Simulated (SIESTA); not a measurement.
Crystal: Pd.

```
Pd
1.0
     2.78367    0.00000    0.00000
    -1.39183    2.41072    0.00000
     0.00000    0.00000    4.62889
Pd
2
Direct
  0.33333 0.66667 0.25000
  0.66667 0.33333 0.75000
```

This isn't the form of Pd at room conditions, which is fcc.

```yaml
Program: SIESTA 5.4.2
Task: relaxation of cell and atoms
Functional: WC
Potentials_or_basis: PseudoDojo 0.4 standard (PBEsol files)
Basis: DZP (energy shift 0.003 Ry; two zetas on semicore shells)
Grid_cutoff: 800 Ry
Energy_shift: 0.003 Ry
k_mesh: 6 × 6 × 3
Occupations: fermi-dirac, width 0.05 eV
Spin: no spin polarisation
```

At the start: pressure -9.1 GPa; volume 15.53 Å³/atom.

Question: How do energy, volume and symmetry change on relaxing?

Answer: Over 12 steps the energy falls by 28.3 meV/atom and the volume is 14.69 Å³/atom (-5.4 %); space group P6_3/mmc (No. 194, to 0.05 Å).

The path:
| step | energy change (eV) | largest force (eV/Å) | pressure (GPa) | volume (Å³) |
| --- | --- | --- | --- | --- |
| 1 | 0.0000 | 0.0000 | -9.13 | 31.06 |
| 2 | -0.0078 | 0.0000 | -8.54 | 30.93 |
| 3 | -0.0547 | 0.0000 | 1.70 | 29.12 |
| 4 | -0.0539 | 0.0000 | -1.47 | 29.60 |
| 5 | -0.0555 | 0.0000 | 0.07 | 29.36 |
| 6 | -0.0555 | 0.0000 | 0.26 | 29.33 |
| 7 | -0.0526 | 0.0000 | -2.07 | 29.70 |
| 8 | -0.0555 | 0.0000 | 0.88 | 29.24 |
| 9 | -0.0537 | 0.0000 | 2.75 | 28.97 |
| 10 | -0.0568 | 0.0000 | 0.69 | 29.28 |
| 11 | -0.0566 | 0.0000 | 0.20 | 29.35 |
| 12 | -0.0566 | 0.0000 | 0.02 | 29.38 |

Final structure:
```
Pd
1.0
     2.72332   -0.00001    0.00000
    -1.36166    2.35846    0.00000
     0.00000    0.00000    4.57417
Pd
2
Direct
  0.33333 0.66667 0.25000
  0.66667 0.33333 0.75000
```

Caveat: the k mesh is coarse (spacing up to 0.45 Å⁻¹), so the values aren't converged; the potentials were made for another functional, which shifts forces and pressure; the basis of atomic orbitals isn't converged, which shifts pressures, moduli and gaps.
